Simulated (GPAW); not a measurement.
Runs of GPAW 26.7.0 on GaN. Symmetry: F-43m, No. 216, cubic system. The conventional cell has a = 4.507 Å, b = 4.507 Å, c = 4.507 Å, α = 90.00°, β = 90.00°, γ = 90.00°. Ga (site symmetry -43m) has 4 N at 1.95 Å as nearest neighbours. N (site symmetry -43m) has 4 Ga at 1.95 Å as nearest neighbours. The cell is a database's computed one.

```csv
task,level,potentials or basis,spin,k mesh,cutoff (eV),maxiter,band path,band points,spin axis theta (degrees),spin axis phi (degrees),gap on the mesh (eV),pressure (GPa)
band structure,r4SCAN,"GPAW PAW data sets (gpaw-data 1.2.1), pw","SOC, no magnetisation",10 × 10 × 10,800,150,"GXWKGLUWLK,UX",60,0,0,(b),4.0
single point,LDA,"the program's PAW data sets (release 1.2.1) made for this functional, pw",off,8 × 8 × 8,650,80,-,-,-,-,1.87,-2.4
single point,TB-mBJ,"GPAW PAW data sets for LDA (gpaw-data 1.2.1), pw",off,10 × 10 × 10,800,150,-,-,-,-,3.23,-
band structure,BLYP,"PAW data sets generated in the run's folder for this functional, pw","SOC, no magnetisation",10 × 10 × 10,800,150,"GXWKGLUWLK,UX",100,0,0,1.96,(a)
band structure,PBE,"JTH PAW 2.0, PBE, pw",off,10 × 10 × 10,800,150,"GXWKGLUWLK,UX",60,-,-,1.71,5.3
```

Alike in all rows: cell as given; smearing fermi-dirac 0.05 eV.

Question: Estimate the missing entries.

Answer: (a) 17.1; (b) 2.24.

Caveats: spin-orbit coupling was added after a scalar SCF, so levels and gaps hold it while energy, forces, pressure and moments don't (some runs); this program's spin-orbit splittings come out too wide for heavy elements (some runs); the PAW data sets were made with another functional, which shifts forces and pressure a little (some runs); the cutoff is short for stress and forces, so pressures can be off by a GPa or more (some runs); a model potential gives levels but no total energy (some runs); so large a pressure means that the cell lies far from this level's equilibrium, or that cutoff or potentials fall short (some runs).

A k mesh can miss the band edges, and rows without SOC leave out spin-orbit coupling on Ga.

The runs don't all hold the same shells in valence.
